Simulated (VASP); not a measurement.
# BaO (Fm-3m) in VASP: single point with PBEsol

Aim: the single point of BaO with PBEsol.

Program: VASP 6.6.1. These are calculated values, not measurements. Logs are shortened: lines on timing, memory, paths and dates and some standing lists are left out, and cuts for length are marked.

## Step 1: The crystal as given

Symmetry: Fm-3m, No. 225, cubic system. Conventional cell: a = 5.532 Å, b = 5.532 Å, c = 5.532 Å, α = 90.00°, β = 90.00°, γ = 90.00°. Ba (site symmetry m-3m) is surrounded by 6 O at 2.77 Å. Around O (site symmetry m-3m) lie 6 Ba at 2.77 Å.

The cell is a database's computed one.

## Step 2: Single point, PBEsol, non-collinear spin, zero start, spin-orbit coupling

INCAR reads:

```
SYSTEM = BaO
PREC = Accurate
ENCUT = 520
EDIFF = 1E-6
ISMEAR = 0
SIGMA = 0.02
LREAL = .False.
LASPH = .True.
NELM = 100
ALGO = Normal
ISIF = 2
LWAVE = .False.
LCHARG = .False.
MAGMOM = 0 0 0 0 0 0
LORBIT = 11
LSORBIT = .True.
GGA_COMPAT = .False.
GGA = PS
```

KPOINTS reads:

```
regular mesh
0
Gamma
  8 8 8
  0 0 0
```

POSCAR reads:

```
BaO
1.0
    0.0000000000      2.7658300000      2.7658300000
    2.7658300000      0.0000000000      2.7658300000
    2.7658300000      2.7658300000      0.0000000000
Ba O
1 1
Direct
    0.0000000000      0.0000000000      0.0000000000
    0.5000000000      0.5000000000      0.5000000000
```

Potentials or basis: VASP PAW PBE potentials, release 64 (Ba_sv, O).

The run is started by

```
> cat potpaw_PBE.64/Ba_sv/POTCAR potpaw_PBE.64/O/POTCAR > POTCAR
> mpirun -np 1 vasp_ncl > vasp.out
```

OUTCAR:

```text
SYSTEM = BaO
   PREC = Accurate
   ENCUT = 520
   EDIFF = 1E-6
   ISMEAR = 0
   LREAL = .False.
   LASPH = .True.
   NELM = 100
   ISIF = 2
   LORBIT = 11
   LSORBIT = .True.
   GGA = PS

 ion  position               nearest neighbor table
   1  0.000  0.000  0.000-   2 2.77   2 2.77   2 2.77   2 2.77   2 2.77   2 2.77
   2  0.500  0.500  0.500-   1 2.77   1 2.77   1 2.77   1 2.77   1 2.77   1 2.77

  LATTYP: Found a face centered cubic cell.
 ALAT       =     5.5316600000

  Lattice vectors:

 A1 = (   0.0000000000,   2.7658300000,   2.7658300000)
 A2 = (   2.7658300000,   0.0000000000,   2.7658300000)
 A3 = (   2.7658300000,   2.7658300000,   0.0000000000)

Analysis of symmetry for initial positions (statically):
=====================================================================
 Subroutine PRICEL returns:
 Original cell was already a primitive cell.

 Routine SETGRP: Setting up the symmetry group for a
 face centered cubic supercell.

 Subroutine GETGRP returns: Found 48 space group operations
 (whereof 48 operations were pure point group operations)
 out of a pool of 48 trial point group operations.

The static configuration has the point symmetry O_h .

Analysis of symmetry for dynamics (positions and initial velocities):
=====================================================================
 Subroutine PRICEL returns:
 Original cell was already a primitive cell.

 Routine SETGRP: Setting up the symmetry group for a
 face centered cubic supercell.

 Subroutine GETGRP returns: Found 48 space group operations
 (whereof 48 operations were pure point group operations)
 out of a pool of 48 trial point group operations.

The dynamic configuration has the point symmetry O_h .

Analysis of structural, dynamic, and magnetic symmetry:
=====================================================================
 Subroutine PRICEL returns:
 Original cell was already a primitive cell.

 Routine SETGRP: Setting up the symmetry group for a
 face centered cubic supercell.

 Subroutine GETGRP returns: Found 48 space group operations
 (whereof 48 operations were pure point group operations)
 out of a pool of 48 trial point group operations.

The overall configuration has the point symmetry O_h .

 Subroutine INISYM returns: Found 48 space group operations
 (whereof 48 operations are pure point group operations),
 and found     1 'primitive' translations

----------------------------------------------------------------------------------------

                                     Primitive cell

  volume of cell :      42.3162

  direct lattice vectors                    reciprocal lattice vectors
     0.000000000  2.765830000  2.765830000    -0.180777560  0.180777560  0.180777560
     2.765830000  0.000000000  2.765830000     0.180777560 -0.180777560  0.180777560
     2.765830000  2.765830000  0.000000000     0.180777560  0.180777560 -0.180777560

  length of vectors
     3.911474297  3.911474297  3.911474297     0.313115920  0.313115920  0.313115920

  position of ions in fractional coordinates (direct lattice)
     0.000000000  0.000000000  0.000000000
     0.500000000  0.500000000  0.500000000

  ion indices of the primitive-cell ions
   primitive index   ion index
                 1           1
                 2           2

----------------------------------------------------------------------------------------

 KPOINTS: regular mesh

Automatic generation of k-mesh.
 Grid dimensions read from file:
 generate k-points for:    8    8    8

 Generating k-lattice:

[... 78 lines left out ...]
   IALGO  =     38    algorithm
   IMIX   =      4    mixing-type and parameters
     AMIX     =   0.40;   BMIX     =  1.00
     AMIX_MAG =   1.60;   BMIX_MAG =  1.00
  volume/ion in A,a.u.               =      21.16       142.78
  Fermi-wavevector in a.u.,A,eV,Ry     =   1.183803  2.237063 19.067054  1.401389
  Thomas-Fermi vector in A             =   2.320030
   LORBIT       =     11    0 simple, 1 ext, 2 COOP (PROOUT), +10 PAW based schemes
   GGA     = PS    functional components
   LHFCALC =     F    Hartree Fock is set to
   AEXX    =    0.0000 exact exchange contribution
   IVDW    =     0    specifies the selected vdW correction
   LEPSILON=     F    determine dielectric tensor
   LRPA    =     F    only Hartree local field effects (RPA)
 Gauss-broadening in eV      SIGMA  =   0.02
  energy-cutoff  :      520.00
  volume of cell :       42.32
 maximum number of plane-waves:      2316
 NGX is ok and might be reduce to    30
   NGX = 15   NGY = 15   NGZ = 15

 number of electron      15.9999997 magnetization      -0.0000000     -0.0000000     -0.0000000

 number of electron      15.9999998 magnetization       0.0000000      0.0000000      0.0000000

 number of electron      15.9999998 magnetization       0.0000000     -0.0000000      0.0000000

 number of electron      15.9999998 magnetization      -0.0000000      0.0000000     -0.0000000

 Free energy of the ion-electron system (eV)
  ---------------------------------------------------
  ext. energy  EPLUGINS =         0.00000000
  ---------------------------------------------------
  free energy    TOTEN  =       -12.59635063 eV

  energy without entropy =      -12.59635063  energy(sigma->0) =      -12.59635063

 E-fermi :   1.9588     XC(G=0):  -9.8754

 val. band max:        1.7935029675   @ k =   0.5000   0.5000   0.0000
 cond. band min:       3.5837888131   @ k =   0.5000   0.5000   0.0000
 fundamental gap:      1.7902858456
 Fermi energy:         1.9587592173

 k-point     1 :       0.0000    0.0000    0.0000
  band No.  band energies     occupation
      1     -24.1106      1.00000
      2     -24.1106      1.00000
      3     -13.2082      1.00000
      4     -13.2082      1.00000
      5      -9.9807      1.00000
      6      -9.9807      1.00000
[... 637 lines left out ...]
     23       9.6396      0.00000
     24       9.6396      0.00000

 [... further k-points ...]

------------------------ aborting loop because EDIFF is reached ----------------------------------------

  FORCE on cell =-STRESS in cart. coord.  units (eV):
  Direction    XX          YY          ZZ          XY          YZ          ZX
  --------------------------------------------------------------------------------------
  -------------------------------------------------------------------------------------
  Total        0.0123990      0.0123990      0.0123990      0.0000000      0.0000000      0.0000000
  in kB        0.4694498      0.4694498      0.4694498      0.0000000      0.0000000      0.0000000
  external PRESSURE =       0.4694498 kB  Pullay stress =       0.0000000 kB

 VOLUME and BASIS-vectors are now :
 -----------------------------------------------------------------------------
  energy-cutoff  :      520.00
  volume of cell :       42.32
      direct lattice vectors                 reciprocal lattice vectors
     0.000000000  2.765830000  2.765830000    -0.180777560  0.180777560  0.180777560
     2.765830000  0.000000000  2.765830000     0.180777560 -0.180777560  0.180777560
     2.765830000  2.765830000  0.000000000     0.180777560  0.180777560 -0.180777560

 POSITION                                       TOTAL-FORCE (eV/Angst)
 -----------------------------------------------------------------------------------
      0.00000      0.00000      0.00000         0.000000     -0.000000      0.000000
      2.76583      2.76583      2.76583        -0.000000      0.000000     -0.000000
 -----------------------------------------------------------------------------------
    total drift:                                0.000000      0.000000      0.000000

  FREE ENERGIE OF THE ION-ELECTRON SYSTEM (eV)
  ---------------------------------------------------
  free  energy   TOTEN  =       -12.5963506324 eV

  energy  without entropy=      -12.5963506324  energy(sigma->0) =      -12.59635063

 Spin-Orbit-Coupling matrix elements

 Ion:    1  E_soc:     -0.3933885
 l=   1
     0.0000000    -0.0653792    -0.0653792
    -0.0653792     0.0000000    -0.0653792
    -0.0653792    -0.0653792     0.0000000
 l=   2
     0.0000000    -0.0000126     0.0000000    -0.0000126    -0.0001730
    -0.0000126     0.0000000    -0.0001298    -0.0000126    -0.0000433
     0.0000000    -0.0001298     0.0000000    -0.0001298     0.0000000
    -0.0000126    -0.0000126    -0.0001298     0.0000000    -0.0000433
    -0.0001730    -0.0000433     0.0000000    -0.0000433     0.0000000
 l=   3
     0.0000000     0.0000000     0.0000000     0.0000000     0.0000000     0.0000000     0.0000000
     0.0000000     0.0000000     0.0000000     0.0000000     0.0000000     0.0000000     0.0000000
     0.0000000     0.0000000     0.0000000     0.0000000     0.0000000     0.0000000     0.0000000
     0.0000000     0.0000000     0.0000000     0.0000000     0.0000000     0.0000000     0.0000000
     0.0000000     0.0000000     0.0000000     0.0000000     0.0000000     0.0000000     0.0000000
     0.0000000     0.0000000     0.0000000     0.0000000     0.0000000     0.0000000     0.0000000
     0.0000000     0.0000000     0.0000000     0.0000000     0.0000000     0.0000000     0.0000000

 Ion:    2  E_soc:     -0.0005639
 l=   1
     0.0000000    -0.0000940    -0.0000940
    -0.0000940     0.0000000    -0.0000940
    -0.0000940    -0.0000940     0.0000000
 l=   2
     0.0000000     0.0000000     0.0000000     0.0000000     0.0000000
     0.0000000     0.0000000     0.0000000     0.0000000     0.0000000
     0.0000000     0.0000000     0.0000000     0.0000000     0.0000000
     0.0000000     0.0000000     0.0000000     0.0000000     0.0000000
     0.0000000     0.0000000     0.0000000     0.0000000     0.0000000
 l=   3
     0.0000000     0.0000000     0.0000000     0.0000000     0.0000000     0.0000000     0.0000000
     0.0000000     0.0000000     0.0000000     0.0000000     0.0000000     0.0000000     0.0000000
     0.0000000     0.0000000     0.0000000     0.0000000     0.0000000     0.0000000     0.0000000
     0.0000000     0.0000000     0.0000000     0.0000000     0.0000000     0.0000000     0.0000000
     0.0000000     0.0000000     0.0000000     0.0000000     0.0000000     0.0000000     0.0000000
     0.0000000     0.0000000     0.0000000     0.0000000     0.0000000     0.0000000     0.0000000
     0.0000000     0.0000000     0.0000000     0.0000000     0.0000000     0.0000000     0.0000000

 total charge

# of ion       s       p       d       tot
------------------------------------------
    1        2.014   5.609   0.345   7.968
    2        1.555   3.359   0.000   4.914
--------------------------------------------------
tot          3.569   8.968   0.345  12.882

 magnetization (x)

# of ion       s       p       d       tot
------------------------------------------
    1        0.000   0.000   0.000   0.000
    2        0.000   0.000   0.000   0.000
--------------------------------------------------
tot          0.000   0.000   0.000   0.000

 magnetization (y)

# of ion       s       p       d       tot
------------------------------------------
    1        0.000   0.000   0.000   0.000
    2        0.000   0.000   0.000   0.000
--------------------------------------------------
tot          0.000   0.000   0.000   0.000

 magnetization (z)

# of ion       s       p       d       tot
------------------------------------------
    1       -0.000   0.000   0.000  -0.000
    2       -0.000   0.000   0.000  -0.000
--------------------------------------------------
tot         -0.000   0.000   0.000  -0.000
```

It took 62 s on 1 thread of Intel Xeon Platinum 8559C (Emerald Rapids), shared host; peak memory 0.29 GiB.

Results:

* Free energy: -12.5964 eV
* Pressure: 0.0 GPa
* Net moment: 0.00 μB per cell
* Valence electrons inside the program's atomic spheres: Ba 7.97; O 4.91

Moments on the atoms (μB; x, y, z):
```
Ba  0.00 0.00 0.00
O   0.00 0.00 0.00
```

Caveat: the PAW data sets were made with another functional, which shifts forces and pressure a little.
